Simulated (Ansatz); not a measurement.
Hf:

```
CELL_PARAMETERS angstrom
-1.80500 1.80500 1.80500
1.80500 -1.80500 1.80500
1.80500 1.80500 -1.80500
ATOMIC_POSITIONS crystal
Hf 0.00000 0.00000 0.00000
```

This isn't the form of Hf at room conditions, which is hcp.

```yaml
Program: Ansatz 0.2.0
Task: relaxation of cell and atoms
Functional: revPBE
Potentials_or_basis: Ansatz PAW
Cutoff: "420 eV (not typed: the program's choice for these potentials)"
k_mesh: 10 × 10 × 10
Occupations: fermi-dirac, width 0.05 eV
Spin: no spin polarisation
```

At the start: volume 23.52 Å³/atom.

Task: Where does the relaxation end?

Result: It ends after 5 steps and the volume is 22.78 Å³/atom (-3.1 %); space group Im-3m (No. 229, to 0.05 Å).

The path:
```csv
step,energy change (eV),largest force (eV/Å),volume (Å³)
1,0.0000,0.0000,23.52
2,-0.0011,0.0000,22.12
3,-0.0071,0.0000,22.81
4,-0.0071,0.0000,22.78
5,-0.0069,0.0000,22.78
```

Final structure:
```
CELL_PARAMETERS angstrom
-1.78592 1.78592 1.78592
1.78592 -1.78592 1.78592
1.78592 1.78592 -1.78592
ATOMIC_POSITIONS crystal
Hf 0.00000 0.00000 0.00000
```

Caveat: the plane-wave basis is chosen anew once the cell has moved, so the energies of steps on either side of that aren't comparable; the PAW data sets come from PBE, with cores solved anew for the run's functional, which leaves a small shift of forces and pressure.
